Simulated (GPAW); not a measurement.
# BeTe (F-43m) in GPAW: further runs

Aim: see how the results for BeTe move with the level of theory and the settings. Levels: r2SCAN, PBE. Tasks: band structure.

Program: GPAW 26.7.0. These are calculated values, not measurements. Logs are shortened: lines on timing, memory, paths and dates and some standing lists are left out, and cuts for length are marked. The log counts tension as positive stress, the text compression.

### Step 1. The crystal as given

Symmetry: F-43m, No. 216, cubic system. The conventional cell has a = 5.540 Å, b = 5.540 Å, c = 5.540 Å, α = 90.00°, β = 90.00°, γ = 90.00°. Te (site symmetry -43m) is surrounded by 4 Be at 2.40 Å. Be (site symmetry -43m) is surrounded by 4 Te at 2.40 Å.

### Step 2. Band structure, r2SCAN

run.py reads:

```python
from ase import Atoms
from ase.dft.bandgap import bandgap
from ase.io import write
from ase.units import GPa
from gpaw import GPAW, PW

atoms = Atoms(['Te', 'Be'],
              cell=[[0.0, 2.77, 2.77],
                    [2.77, 0.0, 2.77],
                    [2.77, 2.77, 0.0]],
              scaled_positions=[[0.75, 0.75, 0.75],
                                [0.0, 0.0, 0.0]],
              pbc=True)

calc = GPAW(mode=PW(800),
            xc='MGGA_X_R2SCAN+MGGA_C_R2SCAN',
            kpts={'size': (8, 8, 8), 'gamma': True},
            occupations={'name': 'fermi-dirac', 'width': 0.05},
            nbands=11,
            convergence={'density': 1e-05, 'energy': 1e-05},
            maxiter=150,
            txt='gpaw.txt')
atoms.calc = calc
energy = atoms.get_potential_energy()
forces = atoms.get_forces()
stress = atoms.get_stress()
calc.write('gs.gpw')
write('result.traj', atoms)
print(f'Energy: {energy:.6f} eV')
print('Forces (eV/A):')
print(forces.round(4))
print('Stress (GPa):', (stress / GPa).round(3))
print('Fermi level:', round(calc.get_fermi_level(), 4), 'eV')
print(f'Gap: {bandgap(calc)[0]:.4f} eV, direct: {bandgap(calc, direct=True)[0]:.4f} eV')

path = atoms.cell.bandpath('GXWKGLUWLK,UX', npoints=80, eps=1e-4)
bs_calc = calc.fixed_density(kpts=path, symmetry='off', nbands=21,
                             convergence={'bands': 'CBM+6.0', 'eigenstates': 1e-6}, txt='bands.txt')
bs = bs_calc.band_structure()
bs.write('bs.json')
print(f'Gap on the path: {bandgap(bs_calc)[0]:.4f} eV')
```

Potentials or basis: GPAW PAW data sets (gpaw-data 1.2.1), pw.

Launch:

```console
> OMP_NUM_THREADS=1 python run.py
```

gpaw.txt:

```text
__  _  _
 | _ |_)|_||  |
 |__||  | ||/\| - 26.7.0

Input parameters:
  mode=PW(ecut=800.0),
  convergence={'density': 1e-05, 'energy': 1e-05},
  kpts=MonkhorstPack(size=(8, 8, 8), gamma=True),
  maxiter=150,
  nbands=11,
  occupations=Occupations(name='fermi-dirac', width=0.05),
  xc=XC(name='MGGA_X_R2SCAN+MGGA_C_R2SCAN')

Diagonalizing LCAO Hamiltonian
Converting LCAO to pw mode

                    Te

       Be

Atoms  # Å, Bohr magnetons
|   | symbol |        x |        y |        z |    initial magnetic moments |
|---|--------|----------|----------|----------|-----------------------------|
| 0 |     Te | 4.155000 | 4.155000 | 4.155000 | ( 0.0000,  0.0000,  0.0000) |
| 1 |     Be | 0.000000 | 0.000000 | 0.000000 | ( 0.0000,  0.0000,  0.0000) |

Unit cell  # Å
| periodic |        x |        y |        z |  lengths |    angles |
|----------|----------|----------|----------|----------|-----------|
|      yes | 0.000000 | 2.770000 | 2.770000 | 3.917372 | 60.000000 |
|      yes | 2.770000 | 0.000000 | 2.770000 | 3.917372 | 60.000000 |
|      yes | 2.770000 | 2.770000 | 0.000000 | 3.917372 | 60.000000 |

Number of symmetries: 24
Symmetry operations  # r_c * U_cc + t_c -> r_c
|    | kind |            matrix            |
|----|------|------------------------------|
|  0 |  E   |  1, 0, 0,  0, 1, 0,  0, 0, 1 |
|  1 |  σ   |  1, 0, 0,  0, 0, 1,  0, 1, 0 |
|  2 |  σ   |  1, 0,-1,  0, 1,-1,  0, 0,-1 |
|  3 |  C3  |  1, 0,-1,  0, 0,-1,  0, 1,-1 |
|  4 |  C3  |  1,-1, 0,  0,-1, 1,  0,-1, 0 |
|  5 |  σ   |  1,-1, 0,  0,-1, 0,  0,-1, 1 |
|  6 |  σ   |  0, 1, 0,  1, 0, 0,  0, 0, 1 |
|  7 |  C3  |  0, 1, 0,  0, 0, 1,  1, 0, 0 |
|  8 |  C2  |  0, 1,-1,  1, 0,-1,  0, 0,-1 |
|  9 |  S4  |  0, 1,-1,  0, 0,-1,  1, 0,-1 |
| 10 |  C3  |  0, 0, 1,  1, 0, 0,  0, 1, 0 |
| 11 |  σ   |  0, 0, 1,  0, 1, 0,  1, 0, 0 |
| 12 |  S4  |  0, 0,-1,  1, 0,-1,  0, 1,-1 |
| 13 |  C3  |  0, 0,-1,  0, 1,-1,  1, 0,-1 |
| 14 |  S4  |  0,-1, 1,  1,-1, 0,  0,-1, 0 |
| 15 |  C2  |  0,-1, 1,  0,-1, 0,  1,-1, 0 |
| 16 |  C3  |  0,-1, 0,  1,-1, 0,  0,-1, 1 |
| 17 |  S4  |  0,-1, 0,  0,-1, 1,  1,-1, 0 |
| 18 |  S4  | -1, 1, 0, -1, 0, 1, -1, 0, 0 |
| 19 |  C3  | -1, 1, 0, -1, 0, 0, -1, 0, 1 |
| 20 |  C3  | -1, 0, 1, -1, 1, 0, -1, 0, 0 |
| 21 |  S4  | -1, 0, 1, -1, 0, 0, -1, 1, 0 |
| 22 |  σ   | -1, 0, 0, -1, 1, 0, -1, 0, 1 |
| 23 |  C2  | -1, 0, 0, -1, 0, 1, -1, 1, 0 |

BZ-sampling:
  Number of BZ points: 512
  Number of IBZ points: 29

  Monkhorst-Pack size: [8, 8, 8]
  Monkhorst-Pack shift: [0.0625, 0.0625, 0.0625]

K-points  # in reciprocal-cell coordinates
|     |                                coordinates |     weight |
|-----|--------------------------------------------|------------|
|   0 | (  0.00000000,   0.00000000,   0.00000000) | 0.00195312 |
|   1 | (  0.12500000,   0.12500000,   0.00000000) | 0.01171875 |
|   2 | (  0.12500000,   0.12500000,   0.12500000) | 0.01562500 |
|   3 | (  0.25000000,   0.12500000,   0.12500000) | 0.02343750 |
|   4 | (  0.25000000,   0.25000000,   0.00000000) | 0.01171875 |
|   5 | (  0.25000000,   0.25000000,   0.12500000) | 0.04687500 |
|   6 | (  0.25000000,   0.25000000,   0.25000000) | 0.01562500 |
|   7 | (  0.37500000,   0.25000000,  -0.37500000) | 0.04687500 |
|   8 | (  0.37500000,   0.25000000,   0.12500000) | 0.04687500 |
|   9 | (  0.37500000,   0.25000000,   0.25000000) | 0.04687500 |
| ... |                                            |            |
|  28 | (  0.50000000,   0.50000000,   0.50000000) | 0.00781250 |

Plane wave coefficients: 2204
Cutoff: 800.0 eV

Spin-components: 1 (collinear spins)
Bands:           11
Projectors:      8
Spin-degeneracy: 2
Datatype:        complex128

Parallelization:
  kpt:    1
  domain: 1
  band:   1

Density:
  Valence electrons: 8.0
  Components: 1
  Grid points: [27 27 27]
  Charge: 0.0  # |e|

Potential:
  Grid points: [27 27 27]

species:
  Te:
    name:    Tellurium
    Z:       52.0
    valence: 6
    core:    46
    charge:  0.0  # [|e|]
    compensation charges:
      type: gauss
      rc: 0.36  # [Å]
      lmax: 2
    cutoffs:
      filter: 2.09  # [Å]
      core: 3.17  # [Å]
    projectors
    | kind |    occ | energy [eV] | rcut [Å] |
    |------|--------|-------------|----------|
    |   5s |  2.000 |     -15.089 |    1.180 |
    |   5p |  4.000 |      -5.955 |    1.196 |
    |    s |        |      12.123 |    1.180 |
    |    p |        |      21.256 |    1.196 |
    |    d |        |       0.000 |    1.238 |

    Using partial waves for Te as LCAO basis

  Be:
    name:    Beryllium
    Z:       4.0
    valence: 2
    core:    2
    charge:  0.0  # [|e|]
    compensation charges:
      type: gauss
      rc: 0.25  # [Å]
      lmax: 2
    cutoffs:
      filter: 1.42  # [Å]
      core: 1.77  # [Å]
    projectors
    | kind |    occ | energy [eV] | rcut [Å] |
    |------|--------|-------------|----------|
    |   2s |  2.000 |      -5.610 |    0.794 |
    |   2p |  0.000 |      -2.018 |    0.794 |
    |    s |        |      21.602 |    0.794 |

    Using partial waves for Be as LCAO basis

Reference energy: -185188.868407  # eV

eigensolver:
  PPCG
  Converge bands: occupied
  niter=2

density mixing:
  MSR1-Mixer
  Pratt-step length: 0.05
  Maximum mixing coefficient: 0.75
  Old densities: 10
  SVD Regularization: 0.005
  Good broyden scale: 1.0
  Trust region scale: 1.0
  Backstep threshold: 4.0
  History deletion threshold: 6.0
  Fourier metric: weight=20.0, sigma=0.015

occupation numbers:
  Fermi-Dirac:
    width: 0.0500  # eV

poisson solver:
  ecut: 6400.0  # eV

xc functional:
  name: MGGA_X_R2SCAN+MGGA_C_R2SCAN with 2 nearest neighbor stencil

convergence criteria:
[... 6 lines left out ...]
|iter     | |      energy | eigst |  dens |
|---------|-|-------------|-------|-------|
|iter:   1| |  -24.605883 | -0.09 |       |
|iter:   2| |  -23.552667 | -1.59 | -0.96 |
|iter:   3| |  -23.533503 | -1.93 | -0.96 |
|iter:   4| |  -23.534661 | -2.39 | -1.35 |
|iter:   5| |  -23.536762 | -3.94 | -1.92 |
|iter:   6| |  -23.537045 | -4.71 | -2.36 |
|iter:   7| |  -23.537066 | -5.90 | -3.14 |
|iter:   8| |  -23.537066c| -7.27 | -3.88 |
|iter:   9| |  -23.537066c| -7.50c| -4.75 |
|iter:  10| |  -23.537066c| -8.17c| -5.20c|

Converged in 10 steps
Energy contributions relative to reference atoms: (reference = -185188.868407)

Energy contributions:
  Kinetic:          13.013907
  Coulomb:         -10.977826
  Zero:             -0.080171
  External:          0.000000
  Xc:              -25.492975
  Entropy:          -0.000000
  Spinorbit:         0.000000
  ----------------------------
  Free energy:     -23.537066
  Extrapolated:    -23.537066

dipole moment: (-0.464343, -0.464343, -0.464343)  # |e|*Ang

Fermi level: 6.307
Eigenvalues  # (at kpt = [0.000, 0.000, 0.000])
| band index |      eig [eV] | occ [0-2] |
|------------|---------------|-----------|
|          0 |        -7.726 |     2.000 |
|          1 |         5.407 |     2.000 |
|          2 |         5.407 |     2.000 |
|          3 |         5.407 |     2.000 |
|          4 |         9.379 |     0.000 |
|          5 |         9.379 |     0.000 |
|          6 |         9.379 |     0.000 |
|          7 |        10.309 |     0.000 |
|          8 |        14.558 |     0.000 |
|          9 |        16.462 |     0.000 |
|         10 |        16.463 |     0.000 |

Gap: 2.215 eV
Transition (v -> c):
  (s=0, k=0, n=3, [0.00, 0.00, 0.00]) -> (s=0, k=24, n=4, [0.50, 0.50, 0.00])
Direct/indirect transitions are different
Direct gap: 3.972 eV
Transition at: (s=0, k=0, n=3, [0.00, 0.00, 0.00])

Forces  # eV/Ang
|       x |        y |        z |
|---------|----------|----------|
| 0.00000 | -0.00000 | -0.00000 |  # Te   0
| 0.00000 |  0.00000 |  0.00000 |  # Be   1

Stress tensor  # eV/Ang^3
|         x |         y |         z |
|-----------|-----------|-----------|
| -0.027127 |  0.000000 |  0.000000 |
|  0.000000 | -0.027127 |  0.000000 |
|  0.000000 |  0.000000 | -0.027127 |

# Writing to gs.gpw (mode='')
```

It took 5 min on 1 thread of AMD EPYC, shared host; peak memory 0.33 GiB.

What came out:

```yaml
Free_energy: -23.5371 eV
Pressure: 4.3 GPa
Band_gap_on_the_k_mesh: 2.22 eV, indirect (least direct gap 3.97 eV)
Band_gap_along_the_path: 2.22 eV, indirect (least direct gap 3.97 eV)
```

Levels at the corners of the path, in eV from the valence-band top:
```tsv
point	band 1	band 2	band 3	band 4	band 5	band 6	band 7	band 8
Γ	-13.13	0.00	0.00	0.00	3.97	3.97	3.97	4.90
X	-10.96	-5.64	-2.95	-2.95	2.22	2.92	10.96	10.96
W	-10.92	-5.05	-4.10	-3.56	5.73	6.06	6.34	6.89
K	-10.99	-5.24	-4.30	-2.49	3.00	5.80	8.78	9.26
Γ	-13.13	0.00	0.00	0.00	3.97	3.97	3.97	4.90
L	-11.55	-6.11	-1.26	-1.26	3.69	5.00	5.00	8.49
U	-10.99	-5.24	-4.30	-2.49	3.00	5.80	8.78	9.26
W	-10.92	-5.05	-4.10	-3.56	5.73	6.06	6.34	6.89
L	-11.55	-6.11	-1.26	-1.26	3.69	5.00	5.00	8.49
K	-10.99	-5.24	-4.30	-2.49	3.00	5.80	8.78	9.26
U	-10.99	-5.24	-4.30	-2.49	3.00	5.80	8.78	9.26
X	-10.96	-5.64	-2.95	-2.95	2.22	2.92	10.96	10.96
```

Caveat: the PAW data sets were made with another functional, which shifts forces and pressure a little; spin-orbit coupling is left out, which moves the levels of the heavy elements. r2SCAN opens gaps a little over a GGA but as a rule still falls short of measured ones.

### Step 3. Band structure, r2SCAN, spin-orbit coupling, no magnetisation

run.py: that of step 2 with these lines changed.

```diff
@@ -1 +1,2 @@
+import numpy as np
 from ase import Atoms
@@ -5,2 +6,3 @@
 from gpaw import GPAW, PW
+from gpaw.spinorbit import soc_eigenstates
 
@@ -16,3 +18,3 @@
             xc='MGGA_X_R2SCAN+MGGA_C_R2SCAN',
-            kpts={'size': (8, 8, 8), 'gamma': True},
+            kpts={'size': (6, 6, 6), 'gamma': True},
             occupations={'name': 'fermi-dirac', 'width': 0.05},
@@ -35,3 +37,3 @@
 
-path = atoms.cell.bandpath('GXWKGLUWLK,UX', npoints=80, eps=1e-4)
+path = atoms.cell.bandpath('GXWKGLUWLK,UX', npoints=60, eps=1e-4)
 bs_calc = calc.fixed_density(kpts=path, symmetry='off', nbands=21,
@@ -41 +43,7 @@
 print(f'Gap on the path: {bandgap(bs_calc)[0]:.4f} eV')
+
+soc = soc_eigenstates(bs_calc, theta=90, phi=45, ignore_xc_potential=True)
+np.savetxt('soc_bands.dat', soc.eigenvalues(), fmt='%.4f')
+mesh = soc_eigenstates('gs.gpw', theta=90, phi=45, ignore_xc_potential=True)
+np.savetxt('soc_mesh.dat', mesh.eigenvalues(), fmt='%.4f')
+print('Fermi level with spin-orbit coupling:', round(mesh.fermi_level, 4), 'eV')
```

Potentials or basis: GPAW PAW data sets (gpaw-data 1.2.1), pw.

Launch:

```console
> OMP_NUM_THREADS=1 python run.py
```

Run time: 3.3 min. Hardware: 1 thread of AMD EPYC, shared host; peak memory 0.3 GiB.

Results (log left out):

```yaml
Free_energy: -23.5313 eV
Pressure: 4.4 GPa
Band_gap_on_the_k_mesh: 1.88 eV, indirect (least direct gap 3.60 eV)
Band_gap_along_the_path: 1.88 eV, indirect (least direct gap 3.60 eV)
```

Levels at the corners of the path, in eV from the valence-band top:
```tsv
point	band 6	band 7	band 8	band 9	band 10	band 11
Γ	0.00	0.00	0.00	3.60	3.60	3.66
X	-3.50	-3.06	-3.06	1.88	1.88	2.58
W	-4.24	-3.87	-3.81	5.35	5.38	5.71
K	-4.49	-2.81	-2.79	2.65	2.67	5.41
Γ	0.00	0.00	0.00	3.60	3.60	3.66
L	-1.88	-1.32	-1.32	3.36	3.36	4.64
U	-4.49	-2.81	-2.79	2.65	2.67	5.41
W	-4.24	-3.87	-3.81	5.35	5.38	5.71
L	-1.88	-1.32	-1.32	3.36	3.36	4.64
K	-4.49	-2.81	-2.79	2.65	2.67	5.41
U	-4.49	-2.81	-2.79	2.65	2.67	5.41
X	-3.50	-3.06	-3.06	1.88	1.88	2.58
```

Caveat: spin-orbit coupling was added after a scalar SCF, so levels and gaps hold it while energy, forces, pressure and moments don't; this program's spin-orbit splittings come out too wide for heavy elements; the PAW data sets were made with another functional, which shifts forces and pressure a little.

### Step 4. Band structure, PBE

run.py reads:

```python
from ase.dft.bandgap import bandgap
from ase.io import read, write
from ase.units import GPa
from gpaw import GPAW, PW

atoms = read('BeTe.xyz')

calc = GPAW(mode=PW(800),
            xc='PBE',
            kpts={'size': (8, 8, 8), 'gamma': True},
            occupations={'name': 'fermi-dirac', 'width': 0.05},
            nbands=11,
            convergence={'density': 1e-05, 'energy': 1e-05},
            maxiter=150,
            txt='gpaw.txt')
atoms.calc = calc
energy = atoms.get_potential_energy()
forces = atoms.get_forces()
stress = atoms.get_stress()
calc.write('gs.gpw')
write('result.traj', atoms)
print(f'Energy: {energy:.6f} eV')
print('Forces (eV/A):')
print(forces.round(4))
print('Stress (GPa):', (stress / GPa).round(3))
print('Fermi level:', round(calc.get_fermi_level(), 4), 'eV')
print(f'Gap: {bandgap(calc)[0]:.4f} eV, direct: {bandgap(calc, direct=True)[0]:.4f} eV')

path = atoms.cell.bandpath('GXWKGLUWLK,UX', npoints=80, eps=1e-4)
bs_calc = calc.fixed_density(kpts=path, symmetry='off', nbands=21,
                             convergence={'bands': 'CBM+6.0', 'eigenstates': 1e-6}, txt='bands.txt')
bs = bs_calc.band_structure()
bs.write('bs.json')
print(f'Gap on the path: {bandgap(bs_calc)[0]:.4f} eV')
```

BeTe.xyz reads:

```xyz
2
Lattice="0.0000000000 2.7700000000 2.7700000000 2.7700000000 0.0000000000 2.7700000000 2.7700000000 2.7700000000 0.0000000000" Properties=species:S:1:pos:R:3 pbc="T T T"
Te     4.1550000000      4.1550000000      4.1550000000
Be     0.0000000000      0.0000000000      0.0000000000
```

Potentials or basis: GPAW PAW data sets (gpaw-data 1.2.1), pw.

Launch:

```console
> OMP_NUM_THREADS=1 python run.py
```

gpaw.txt:

```text
__  _  _
 | _ |_)|_||  |
 |__||  | ||/\| - 26.7.0

Input parameters:
  mode=PW(ecut=800.0),
  convergence={'density': 1e-05, 'energy': 1e-05},
  kpts=MonkhorstPack(size=(8, 8, 8), gamma=True),
  maxiter=150,
  nbands=11,
  occupations=Occupations(name='fermi-dirac', width=0.05),
  xc=XC(name='PBE')

Diagonalizing LCAO Hamiltonian
Converting LCAO to pw mode

                    Te

       Be

Atoms  # Å, Bohr magnetons
|   | symbol |        x |        y |        z |    initial magnetic moments |
|---|--------|----------|----------|----------|-----------------------------|
| 0 |     Te | 4.155000 | 4.155000 | 4.155000 | ( 0.0000,  0.0000,  0.0000) |
| 1 |     Be | 0.000000 | 0.000000 | 0.000000 | ( 0.0000,  0.0000,  0.0000) |

Unit cell  # Å
| periodic |        x |        y |        z |  lengths |    angles |
|----------|----------|----------|----------|----------|-----------|
|      yes | 0.000000 | 2.770000 | 2.770000 | 3.917372 | 60.000000 |
[... 179 lines left out ...]
  Zero:              0.133810
  External:          0.000000
  Xc:               -9.704005
  Entropy:          -0.000000
  Spinorbit:         0.000000
  ----------------------------
  Free energy:      -7.607873
  Extrapolated:     -7.607873

dipole moment: (-0.434384, -0.434384, -0.434384)  # |e|*Ang

Fermi level: 6.483
Eigenvalues  # (at kpt = [0.000, 0.000, 0.000])
| band index |      eig [eV] | occ [0-2] |
|------------|---------------|-----------|
|          0 |        -7.058 |     2.000 |
|          1 |         5.561 |     2.000 |
|          2 |         5.561 |     2.000 |
|          3 |         5.561 |     2.000 |
|          4 |         9.146 |     0.000 |
|          5 |         9.146 |     0.000 |
|          6 |         9.146 |     0.000 |
|          7 |         9.760 |     0.000 |
|          8 |        13.972 |     0.000 |
|          9 |        16.130 |     0.000 |
|         10 |        16.532 |     0.000 |

Gap: 1.858 eV
Transition (v -> c):
  (s=0, k=0, n=3, [0.00, 0.00, 0.00]) -> (s=0, k=24, n=4, [0.50, 0.50, 0.00])
Direct/indirect transitions are different
Direct gap: 3.585 eV
Transition at: (s=0, k=0, n=3, [0.00, 0.00, 0.00])

Forces  # eV/Ang
|        x |       y |        z |
|----------|---------|----------|
|  0.00000 | 0.00000 |  0.00000 |  # Te   0
| -0.00000 | 0.00000 | -0.00000 |  # Be   1

Stress tensor  # eV/Ang^3
|         x |         y |         z |
|-----------|-----------|-----------|
| -0.027604 | -0.000000 | -0.000000 |
| -0.000000 | -0.027604 | -0.000000 |
| -0.000000 | -0.000000 | -0.027604 |

# Writing to gs.gpw (mode='')
```

stdout:

```text
Energy: -7.607873 eV
Forces (eV/A):
[[ 0.  0.  0.]
 [-0.  0. -0.]]
Stress (GPa): [-4.423 -4.423 -4.423 -0.    -0.    -0.   ]
Fermi level: 6.4835 eV
Gap: 1.8584 eV, direct: 3.5849 eV
Gap on the path: 1.8584 eV
```

Run time: 95 s. Hardware: 1 thread of AMD EPYC, shared host; peak memory 0.28 GiB.

Results:

```
Free energy             : -7.6079 eV
Pressure                : 4.4 GPa
Band gap on the k mesh  : 1.86 eV, indirect (least direct gap 3.58 eV)
Band gap along the path : 1.86 eV, indirect (least direct gap 3.58 eV)
```

Levels at the corners of the path, in eV from the valence-band top:
| point | band 1 | band 2 | band 3 | band 4 | band 5 | band 6 | band 7 | band 8 |
| --- | --- | --- | --- | --- | --- | --- | --- | --- |
| Γ | -12.62 | 0.00 | 0.00 | 0.00 | 3.58 | 3.58 | 3.58 | 4.20 |
| X | -10.60 | -5.38 | -2.84 | -2.84 | 1.86 | 2.61 | 10.09 | 10.09 |
| W | -10.56 | -4.81 | -3.96 | -3.45 | 5.34 | 5.54 | 5.68 | 6.42 |
| K | -10.62 | -5.00 | -4.16 | -2.40 | 2.64 | 5.33 | 8.11 | 8.49 |
| Γ | -12.62 | 0.00 | 0.00 | 0.00 | 3.58 | 3.58 | 3.58 | 4.20 |
| L | -11.15 | -5.86 | -1.22 | -1.22 | 3.23 | 4.60 | 4.60 | 7.82 |
| U | -10.62 | -5.00 | -4.16 | -2.40 | 2.64 | 5.33 | 8.11 | 8.49 |
| W | -10.56 | -4.81 | -3.96 | -3.45 | 5.34 | 5.54 | 5.68 | 6.42 |
| L | -11.15 | -5.86 | -1.22 | -1.22 | 3.23 | 4.60 | 4.60 | 7.82 |
| K | -10.62 | -5.00 | -4.16 | -2.40 | 2.64 | 5.33 | 8.11 | 8.49 |
| U | -10.62 | -5.00 | -4.16 | -2.40 | 2.64 | 5.33 | 8.11 | 8.49 |
| X | -10.60 | -5.38 | -2.84 | -2.84 | 1.86 | 2.61 | 10.09 | 10.09 |

Caveat: spin-orbit coupling is left out, which moves the levels of the heavy elements.

### Step 5. Summary

```tsv
level	spin	k mesh	band points	spin axis theta (degrees)	spin axis phi (degrees)	gap on the mesh (eV)	pressure (GPa)
r2SCAN	off	8 × 8 × 8	80	-	-	2.22	4.3
r2SCAN	SOC, no magnetisation	6 × 6 × 6	60	90	45	1.88	4.4
PBE	off	8 × 8 × 8	80	-	-	1.86	4.4
```

Alike in all rows: task band structure; potentials or basis GPAW PAW data sets (gpaw-data 1.2.1), pw; cell as given; cutoff (eV) 800; smearing fermi-dirac 0.05 eV.

Caveats: the PAW data sets were made with another functional, which shifts forces and pressure a little (some runs); spin-orbit coupling is left out, which moves the levels of the heavy elements (some runs); spin-orbit coupling was added after a scalar SCF, so levels and gaps hold it while energy, forces, pressure and moments don't (some runs); this program's spin-orbit splittings come out too wide for heavy elements (some runs).

Absolute energies hang on the potentials; compare differences alone.
